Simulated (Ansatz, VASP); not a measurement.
## Cross-check of CuI (Marshite) between VASP and Ansatz

Aim: how closely do two programs agree when they are given the same cell, functional and k mesh? The cell is taken from a series of VASP runs on this material, whose earlier steps may have relaxed, scaled or displaced it; both programs get it as it stands.

Main program and level: Ansatz 0.2.0; plane waves, with VASP 6.6.1 beside it; relaxation of cell and atoms at LDA and zone-centre phonons at LDA.

### 1. Starting point

It takes space group F-43m (No. 216, cubic). The conventional cell has a = 5.864 Å, b = 5.864 Å, c = 5.864 Å, α = 90.00°, β = 90.00°, γ = 90.00°. Nearest to I lie 4 Cu at 2.54 Å. Cu has 4 I at 2.54 Å nearest. Farther neighbours and most contacts between anions are not listed.

### 2. Ansatz: relaxation of cell and atoms, LDA

Ansatz runs on its default PAW (the set named soft_2) files.

The relaxed volume is the usual yardstick between codes: its relative difference is about their pressure difference at one cell divided by the bulk modulus.

The input, input.yaml:

```yaml
crystal:
  lattice:
    - [0.0, 2.9318799479, 2.9318799479]
    - [2.9318799479, 0.0, 2.9318799479]
    - [2.9318799479, 2.9318799479, 0.0]
  atoms:
    - { symbol: I, position: [0.0, 0.0, 0.0] }
    - { symbol: Cu, position: [0.75, 0.75, 0.75] }
hamiltonian:
  xc: lda
  pseudopotentials: { kind: paw }
kpoints:
  mp_grid: { grid: [10, 10, 10] }
scf:
  occupations: { method: gaussian, width: 0.03 }
relax:
  f_tol: 0.01
  max_steps: 60
  cell: { stress_tol: 0.05 }
output:
  forces: true
  stress: true
  write_density: true
  write_potential: true
  elf: true
  volumetric_format: npy
```

On the command line:

```bash
$ ansatz run input.yaml --threads 4 --pin off --max-ram 9216MiB --backend cpu --events-out ev --progress --plain --runs-dir out
```

Numbers of over 12 decimals in the logs are rounded to 6 here.

The program printed:

```text
Engine: ansatz 0.2.0, aarch64-unknown-linux-gnu
Pseudopotentials: kind: paw
Pseudopotential: I, paw, valence charge 17, recommended cutoff 420 eV (normal), I.paw.azcp
Pseudopotential: Cu, paw, valence charge 19, recommended cutoff 420 eV (normal), Cu.paw.azcp
Functional definition: SPW92
  exchange = slater_x
  correlation = pw_c
Crystal: 2 atoms, lattice volume = 50.404 Å³
Basis set: ecut = 420 eV, 965 PW (Γ)
Bands: 22, of which v1, the nominal top of the filled ones, is band 18 counted from 1 (17 counted from 0)
Symmetry: 24 space group operations
Space group: F-43m (ITA 216), of the structure as read, at distance tolerance 3.7e-5 Å
k-points: 47 of 1000 (time reversal used)
Non-local potential: I, projectors of the file, l = 0: 2, l = 1: 2, l = 2: 2, l = 3: 2
Non-local potential: Cu, projectors of the file, l = 0: 3, l = 1: 2, l = 2: 3, l = 3: 1
PAW form: soft (Blöchl's): semilocal exchange-correlation on the pseudo side does not see the compensation charge
PAW frozen core: I, regenerated for the run's functional, and the local potential with it (the file was generated under x = pbe(κ = 0.804, μ = 0.219515), c = pbe(β = 0.066725))
PAW frozen core: Cu, regenerated for the run's functional, and the local potential with it (the file was generated under x = pbe(κ = 0.804, μ = 0.219515), c = pbe(β = 0.066725))
PAW one-centre angular grid: I, 590 points (default); XC on 64 Gauss nodes
PAW one-centre angular grid: Cu, 590 points (default); XC on 64 Gauss nodes
Initial density: superposition of atomic densities (neutral atoms: chi_scale 0, normalization atom), corrected by the library's trained network
Initial wavefunctions: pseudopotential atomic-orbital guess
Functional: x = slater, c = lda
SCF iter   1: F=—  HF=-13911.807761 eV  |F-HF|=—  |Δ(HF+E_count)|=         —  Δρ=1.13e-2  dr2=2.86e-2  ethr=1.77e-3  ⟨swp⟩=6.2  Hψ=5102  notcnv=0
preconditioner: auto → none  [insulator: Δε(μ)=1.128 eV  Ē_g=9.384 eV  σ=0.030 eV  W_gap=1.00  n_scr=14 (ndim 8)  ℏωp=22.2 eV  f_vac=0.149  D(μ)=0.00/eV (n_scr^D=0)  ε∞_Penn≈6.6]
SCF iter   2: F=—  HF=-13911.813547 eV  |F-HF|=—  |Δ(HF+E_count)|=   5.79e-3  Δρ=1.25e-2  dr2=5.40e-2  ethr=7.94e-5  ⟨swp⟩=2.7  Hψ=2486  notcnv=0
SCF iter   3: F=—  HF=-13911.799976 eV  |F-HF|=—  |Δ(HF+E_count)|=   1.36e-2  Δρ=3.02e-3  dr2=1.92e-3  ethr=7.94e-5  ⟨swp⟩=2.3  Hψ=2027  notcnv=0
SCF iter   4: F=—  HF=-13911.799707 eV  |F-HF|=—  |Δ(HF+E_count)|=   2.69e-4  Δρ=5.51e-4  dr2=6.25e-5  ethr=5.32e-6  ⟨swp⟩=2.0  Hψ=1605  notcnv=0
SCF iter   5: F=—  HF=-13911.799708 eV  |F-HF|=—  |Δ(HF+E_count)|=   1.36e-6  Δρ=8.26e-5  dr2=2.29e-6  ethr=1.74e-7  ⟨swp⟩=1.1  Hψ=1074  notcnv=0
SCF iter   6: F=-13911.799707 eV  HF=-13911.799707 eV  |F-HF|=3.80e-10  |Δ(HF+E_count)|=   4.35e-7  Δρ=3.09e-6  dr2=3.01e-9  ethr=2.78e-10  ⟨swp⟩=7.6  Hψ=7135  notcnv=0
SCF 1 converged in 6 iterations: F = -13911.799707 eV  dr2 = 3.01e-9
  greatest PAW one-centre occupation: 1.000 electrons in one spin orbital (limit 2), on the Cu atom at site 1 (counted from 0), in its partial waves of l = 0
relax step   1: F+E_penalty+E_count = -13911.79970743 eV  Δ(F+E_penalty+E_count) = +0.000e0 eV  max|allowed force component| = 6.476e-17 eV/Å  Δτ_max = 0.0000 Å  P = -0.055 GPa  Ω = 50.404 Å³  (6 SCF iters, dr2 threshold 1.00e-7 eV, accepted)
[...]
relax step   2: F+E_penalty+E_count = -13911.79973122 eV  Δ(F+E_penalty+E_count) = -2.379e-5 eV  max|allowed force component| = 1.066e-17 eV/Å  Δτ_max = 0.0000 Å  P = -0.003 GPa  Ω = 50.358 Å³  energy of the carried Pulay correction = +1.548e-5 eV  (5 SCF iters, dr2 threshold 7.46e-9 eV, accepted)
[...]
relax step   3: F+E_penalty+E_count = -13911.79972916 eV  Δ(F+E_penalty+E_count) = +2.057e-6 eV  max|allowed force component| = 1.735e-17 eV/Å  Δτ_max = 0.0000 Å  P = -0.003 GPa  Ω = 50.358 Å³  stress off target by 2.90e-3 GPa  SCF on the basis re-selected at this cell (its energy is not comparable with the rows above)  (4 SCF iters)
basis re-selected at this cell: Δ(F+E_penalty+E_count) = +2.057e-6 eV, ΔP = -0.000 GPa vs the last step (what re-selecting the basis moved, of the pressure what is left beyond the Pulay correction that the steps carried, after the strain that the cell walked since its last selection, with what the two solves' SCF thresholds leave and, on support functions, any second-order correction that the steps lacked; it is no m [...]
SCF converged after 4 iterations
Free energy (F): -13911.799729 eV
Harris-Foulkes:  -13911.799729 eV  (|F-HF|=1.09e-11)
Internal energy: -13911.799729 eV  (E = F + TS)
E sigma→0 (E₀):  -13911.799729 eV
Fermi energy:    9.940106 eV
--- Per-component energies (eV) ---
  E_band       = -834.276378
  E_kinetic    = 492.633854
  E_local      = -7387.472733  (includes V_loc(G=0)·N_el)
  E_nonlocal   = 320.750169
  E_hartree    = 3437.231168
  E_xc         = -215.451073
  E_vxc        = -243.036791  (∫ρ·V_xc dr)
  E_paw        = -6264.120047  (= ΣΔE_a)
  E_vpaw       = -891.613743  (= ΣTr[D̂ρ^β])
  E_aug_tail   = 0.000298  (compensation charges beyond the density's cutoff)
  E_ewald      = -4296.602239
  E_core_change = 1.230875  (= ΣΔE_core)
  E_smearing   = -0.000000  (= −TS)
  E_closure    = 0.000000  (closes the sum)
  Σ components = -13911.799729   (vs F -13911.799729, Δ=0.00e0)
--- Forces (eV/Å), atoms counted from 1 ---
  atom   1  I     -0.00000000     0.00000000     0.00000000
  atom   2  Cu     0.00000000     0.00000000     0.00000000
  max |Σ_I F_I| component: 6.25e-17 eV/Å
--- Stress (GPa, compression-positive) ---
       -0.002897      -0.000000       0.000000
       -0.000000      -0.002897       0.000000
       -0.000000       0.000000      -0.002897
  P = ⅓ Tr σ = -0.0029 GPa (-0.029 kbar)
--- Band table (eV; the first three rows and the last of 47) ---
  k-point 0: bands = [... 14 lower, 6.9619, 9.3293, 9.3293, 9.3293, 10.5501, 14.0885, 14.0885, 14.0885]
  k-point 1: bands = [... 14 lower, 6.9563, 8.7443, 9.2298, 9.2298, 11.1250, 14.0147, 14.2582, 14.2582]
  k-point 2: bands = [... 14 lower, 6.9484, 7.9926, 8.9911, 8.9911, 11.6073, 14.4257, 14.5967, 14.5967]
  k-point 46: bands = [... 14 lower, 6.8971, 7.0598, 7.2828, 7.6682, 13.4758, 13.7569, 15.9253, 16.0687]
--- Relaxed structure (2 steps of the walk, 2 accepted, 1 SCFs on fresh bases) ---
  F+E_penalty+E_count = -13911.79972916 eV   max|allowed force component| = 1.735e-17 eV/Å   (the final SCF, on the basis selected at the relaxed cell)
  cell:  # Å, volume = 50.3579 Å³
    - [0, 2.930979, 2.930979]
    - [2.930979, 0, 2.930979]
    - [2.930979, 2.930979, 0]
  atoms:
    - { symbol: I, position: [0, 0, 0] }
    - { symbol: Cu, position: [0.75, 0.75, 0.75] }
```

The job ended after 4.1 s (4 threads of Arm Neoverse V1, shared host; peak memory 0.41 GiB).

### 3. VASP: relaxation of cell and atoms, LDA

The same cell, functional (in two slightly different forms), mesh and smearing now go to VASP, with its own data sets and cutoff.

Lines of VASP's logs that name or quote its potential files are left out, and so is its time.

The input, INCAR:

```
SYSTEM = CuI
PREC = Accurate
ENCUT = 450
EDIFF = 1E-07
NELM = 100
ISMEAR = 0
SIGMA = 0.03
LREAL = .FALSE.
ALGO = Normal
GGA = CA
NBANDS = 15
LORBIT = 11
LWAVE = .FALSE.
LCHARG = .FALSE.
KPAR = 4
IBRION = 2
NSW = 50
ISIF = 3
EDIFFG = -0.002
```

The input, POSCAR:

```
CuI
1.0
    0.0000000000      2.9318799479      2.9318799479
    2.9318799479      0.0000000000      2.9318799479
    2.9318799479      2.9318799479      0.0000000000
I Cu
1 1
Direct
    0.0000000000      0.0000000000      0.0000000000
    0.7500000000      0.7500000000      0.7500000000
```

The input, KPOINTS:

```
Automatic mesh
0
Gamma
10 10 10
0 0 0
```

Potentials, in the order of the species: I and Cu (LDA family, release 64).

On the command line:

```bash
$ mpirun -np 4 vasp_std
```

The program printed:

```text
[banner, memory and clock lines left out]
running    4 mpi-ranks, on    1 nodes
 distrk:  each k-point on    1 cores,    4 groups
 distr:  one band on    1 cores,    1 groups

 POSCAR found type information on POSCAR I Cu
 POSCAR found :  2 types and       2 ions
 LDA part: xc-table for (Slater(with rela. corr.)+CA(PZ))
 , standard interpolation
 POSCAR, INCAR and KPOINTS ok, starting setup
 FFT: planning ... GRIDC
 FFT: planning ... GRID_SOFT
 FFT: planning ... GRID
 WAVECAR not read
 entering main loop
       N       E                     dE             d eps       ncg     rms          rms(c)
DAV:   1     0.907405833858E+02    0.90741E+02   -0.69923E+03  1417   0.118E+03
DAV:   2    -0.157882406019E+01   -0.92319E+02   -0.84573E+02  1466   0.230E+02
DAV:   3    -0.716894817428E+01   -0.55901E+01   -0.55149E+01  1922   0.624E+01
DAV:   4    -0.732065794221E+01   -0.15171E+00   -0.15165E+00  1609   0.956E+00
DAV:   5    -0.732938138099E+01   -0.87234E-02   -0.87232E-02  2242   0.257E+00    0.647E+00
DAV:   6    -0.722237273812E+01    0.10701E+00   -0.40494E+00  1460   0.594E+01    0.405E+00
DAV:   7    -0.700369985203E+01    0.21867E+00   -0.96648E-01  1592   0.361E+01    0.198E+00
DAV:   8    -0.700040847779E+01    0.32914E-02   -0.53259E-02  2214   0.373E+00    0.549E-01
DAV:   9    -0.699643159417E+01    0.39769E-02   -0.11313E-02  1746   0.337E+00    0.261E-01
DAV:  10    -0.699645746267E+01   -0.25869E-04   -0.65299E-04  1845   0.177E-01    0.181E-01
DAV:  11    -0.699628988975E+01    0.16757E-03   -0.80816E-04  1811   0.101E+00    0.328E-02
DAV:  12    -0.699629526485E+01   -0.53751E-05   -0.97635E-05  1937   0.106E-01    0.414E-02
DAV:  13    -0.699629404776E+01    0.12171E-05   -0.40225E-06  2199   0.160E-02    0.149E-02
DAV:  14    -0.699629317565E+01    0.87211E-06   -0.10980E-06  2204   0.323E-02    0.659E-03
DAV:  15    -0.699629298071E+01    0.19494E-06   -0.94882E-07  2055   0.297E-02    0.967E-04
DAV:  16    -0.699629299263E+01   -0.11923E-07   -0.74443E-08   887   0.452E-03
   1 F= -.69962930E+01 E0= -.69962930E+01  d E =-.699629E+01
 curvature:   0.00 expect dE= 0.000E+00 dE for cont linesearch  0.000E+00
 trial: gam= 0.00000 g(F)=  0.306E-47 g(S)=  0.965E-04 ort = 0.000E+00 (trialstep = 0.100E+01)
 search vector abs. value=  0.965E-04
 bond charge predicted
       N       E                     dE             d eps       ncg     rms          rms(c)
DAV:   1    -0.699828226991E+01   -0.19893E-02   -0.28930E-02  1438   0.413E+00    0.348E-01
DAV:   2    -0.699717818899E+01    0.11041E-02   -0.17083E-02  1438   0.425E+00    0.153E-01
DAV:   3    -0.699637648404E+01    0.80170E-03   -0.35403E-03  1438   0.209E+00    0.607E-02
DAV:   4    -0.699631188239E+01    0.64602E-04   -0.19936E-04  1733   0.128E-01    0.213E-02
DAV:   5    -0.699630782831E+01    0.40541E-05   -0.80111E-06  2068   0.718E-02    0.177E-02
DAV:   6    -0.699630583586E+01    0.19924E-05   -0.18979E-06  2248   0.168E-02    0.595E-03
DAV:   7    -0.699630552861E+01    0.30725E-06   -0.46352E-07  1772   0.267E-02    0.118E-03
DAV:   8    -0.699630554771E+01   -0.19104E-07   -0.20125E-07  1319   0.280E-03
   2 F= -.69963055E+01 E0= -.69963055E+01  d E =-.125551E-04
 trial-energy change:   -0.000013  1 .order   -0.000025   -0.000096    0.000047
 step:   0.5468(harm=  0.6702)  dis= 0.00000  next Energy=    -6.996317 (dE=-0.244E-04)
 bond charge predicted
       N       E                     dE             d eps       ncg     rms          rms(c)
DAV:   1    -0.699671880010E+01   -0.41327E-03   -0.59657E-03  1438   0.188E+00    0.157E-01
DAV:   2    -0.699648735326E+01    0.23145E-03   -0.34044E-03  1438   0.192E+00    0.677E-02
DAV:   3    -0.699633054305E+01    0.15681E-03   -0.70412E-04  1438   0.923E-01    0.280E-02
DAV:   4    -0.699631678495E+01    0.13758E-04   -0.40284E-05  1928   0.678E-02    0.960E-03
DAV:   5    -0.699631605081E+01    0.73413E-06   -0.12205E-06  2086   0.257E-02    0.794E-03
DAV:   6    -0.699631558631E+01    0.46450E-06   -0.39006E-07  2128   0.112E-02    0.156E-03
DAV:   7    -0.699631557093E+01    0.15387E-07   -0.61109E-08   856   0.789E-03
   3 F= -.69963156E+01 E0= -.69963156E+01  d E =-.225783E-04
 curvature:  -0.29 expect dE=-0.691E-07 dE for cont linesearch -0.691E-07
 trial: gam=-0.04736 g(F)=  0.188E-45 g(S)=  0.240E-06 ort = 0.481E-05 (trialstep = 0.909E+00)
 search vector abs. value=  0.695E-09
 reached required accuracy - stopping structural energy minimisation
```

OUTCAR, selected parts (step 3):

```text
ion  position               nearest neighbor table
   1  0.000  0.000  0.000-   2 2.54   2 2.54   2 2.54   2 2.54
   2  0.750  0.750  0.750-   1 2.54   1 2.54   1 2.54   1 2.54

  LATTYP: Found a face centered cubic cell.
 ALAT       =     5.8637598958

 Subroutine GETGRP returns: Found 24 space group operations
 (whereof 24 operations were pure point group operations)

The static configuration has the point symmetry T_d .

 Found     47 irreducible k-points:

   k-points           NKPTS =     47   k-points in BZ     NKDIM =     47   number of bands    NBANDS=     15

   dimension x,y,z NGX =    30 NGY =   30 NGZ =   30
   dimension x,y,z NGXF=    60 NGYF=   60 NGZF=   60

   ENCUT  =  450.0 eV  33.07 Ry    5.75 a.u.   7.17  7.17  7.17*2*pi/ulx,y,z

   NELECT =      18.0000    total number of electrons

 k-points in reciprocal lattice and weights: Automatic mesh
   0.00000000  0.00000000  0.00000000       0.001
   0.10000000  0.00000000  0.00000000       0.008
   0.20000000  0.00000000  0.00000000       0.008
   0.30000000  0.00000000  0.00000000       0.008
   0.40000000  0.00000000  0.00000000       0.008
   0.50000000  0.00000000  0.00000000       0.004
   0.10000000  0.10000000  0.00000000       0.006
   0.20000000  0.10000000  0.00000000       0.024
   0.30000000  0.10000000  0.00000000       0.024
[...]
-0.30000000  0.40000000  0.20000000       0.024
  -0.30000000  0.50000000  0.20000000       0.012

 average (electrostatic) potential at core
       1 -92.0922       2 -66.0729

 E-fermi :   5.5357

 k-point     1 :       0.0000    0.0000    0.0000
  band No.  band energies     occupation
    ...
      5       2.9664      2.00000
      6       2.9664      2.00000
      7       5.3486      2.00000
      8       5.3486      2.00000
      9       5.3486      2.00000
     10       6.6352      0.00000
     11      10.0980      0.00000
     12      10.0980      0.00000
     13      10.0980      0.00000
     14      13.4696      0.00000
    ...

 k-point     2 :       0.1000    0.0000    0.0000
  band No.  band energies     occupation
    ...
      5       2.9607      2.00000
      6       2.9607      2.00000
      7       4.7660      2.00000
      8       5.2488      2.00000
      9       5.2488      2.00000
     10       7.2026      0.00000
     11      10.0310      0.00000
     12      10.2671      0.00000
     13      10.2671      0.00000
     14      14.0492      0.00000
    ...

 k-point     3 :       0.2000    0.0000    0.0000
  band No.  band energies     occupation
    ...
      5       2.9528      2.00000
      6       2.9528      2.00000
      7       4.0059      2.00000
      8       5.0095      2.00000
      9       5.0095      2.00000
     10       7.6769      0.00000
     11      10.4559      0.00000
     12      10.6037      0.00000
     13      10.6037      0.00000
     14      14.1013      0.00000
    ...

  Total       -0.0018197     -0.0018197     -0.0018197     -0.0000000      0.0000000      0.0000000
  in kB       -0.0579258     -0.0579258     -0.0579258     -0.0000000      0.0000000      0.0000000
  external PRESSURE =      -0.0579258 kB  Pullay stress =       0.0000000 kB

  energy-cutoff  :      450.00
  volume of cell :       50.33
      direct lattice vectors                 reciprocal lattice vectors
    -0.000000000  2.930467987  2.930467987    -0.170621212  0.170621212  0.170621212
     2.930467987  0.000000000  2.930467987     0.170621212 -0.170621212  0.170621212
     2.930467987  2.930467987  0.000000000     0.170621212  0.170621212 -0.170621212

 POSITION                                       TOTAL-FORCE (eV/Angst)
 -----------------------------------------------------------------------------------
      0.00000      0.00000      0.00000         0.000000      0.000000      0.000000
      4.39570      4.39570      4.39570        -0.000000     -0.000000     -0.000000
 -----------------------------------------------------------------------------------
    total drift:                               -0.000000     -0.000000     -0.000000

  FREE ENERGIE OF THE ION-ELECTRON SYSTEM (eV)
  ---------------------------------------------------
  free  energy   TOTEN  =        -6.9963155709 eV

  energy  without entropy=       -6.9963155709  energy(sigma->0) =       -6.99631557

 reached required accuracy - stopping structural energy minimisation

 total charge
# of ion       s       p       d       tot
------------------------------------------
    1        1.495   2.777   0.068   4.340
    2        0.371   0.332   9.327  10.029
--------------------------------------------------
tot          1.865   3.109   9.395  14.369

[... 3 further parts left out ...]
```

### 4. Comparison

Known differences besides the potentials themselves: the two LDA forms differ slightly; both relaxations stop at a tolerance, which leaves soft axes loose, and VASP keeps its plane-wave basis; the data sets hold 36 valence electrons in Ansatz (default PAW (the set named soft_2) files) and 18 in VASP; the cutoff is 420 eV in Ansatz and 450 eV in VASP; VASP's log shows a relativistic correction to its local exchange, Ansatz's none; Ansatz adds a Pulay correction to the stress that steers its cell, VASP none. Total energies have different zeros and are not compared.

Both answers:

```
                                         quantity  Ansatz   VASP  difference
                                      volume (Å³)   50.36  50.33     +0.05 %
edge a after relaxation, in the typed setting (Å)   4.145  4.144     +0.02 %
```

The walks stopped with 0.00 GPa left in Ansatz and -0.01 GPa in VASP; each walk ends within a tolerance, so the volume difference is uncertain by about these residues over the bulk modulus, most in soft cells.

(Continued in part 2 of 2.)

[Lines on the potential files, build, host, timing and source positions are cut from VASP's logs without a mark.]

[Logs are printed without paths, hosts, clocks, repeated set-up lines and the standing remarks that a program may print on its own settings, such as how far it seeks lower states.]

[Hosts, paths, dates, database ids (printed as entryN), source tags and the programs' standing remarks are cut or masked in the printed files.]
